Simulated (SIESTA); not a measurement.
The system is GaAs.

```xyz
2
Lattice="0.0000 2.8268 2.8268 2.8268 0.0000 2.8268 2.8268 2.8268 0.0000" Properties=species:S:1:pos:R:3 pbc="T T T"
As    4.2403    4.2403    4.2403
Ga    0.0000    0.0000    0.0000
```

Base run:

```yaml
Program: SIESTA 5.4.2
Functional: AM05
Potentials_or_basis: PseudoDojo 0.4 standard (PBEsol files)
Basis: DZP (energy shift 0.002 Ry; radii capped at 9.5 bohr)
Grid_cutoff: 800 Ry
Energy_shift: 0.002 Ry
k_mesh: 8 × 8 × 8
Occupations: fermi-dirac, width 0.05 eV
Spin: no spin polarisation
```

Its results: band gap on the k mesh 0.52 eV, direct; pressure 2.4 GPa.

Question: The run is repeated on the same cell with these changes: functional from AM05 to WC. What comes out?

Answer: Band gap on the k mesh 0.43 eV, direct; pressure 2.3 GPa.

Caveats: semicore shells carry a single zeta, which can move pressures by several GPa and volumes by a few percent; the potentials were made for another functional, which shifts forces and pressure; the basis of atomic orbitals isn't converged, which shifts pressures, moduli and gaps.

Not every run made on this cell is shown here.
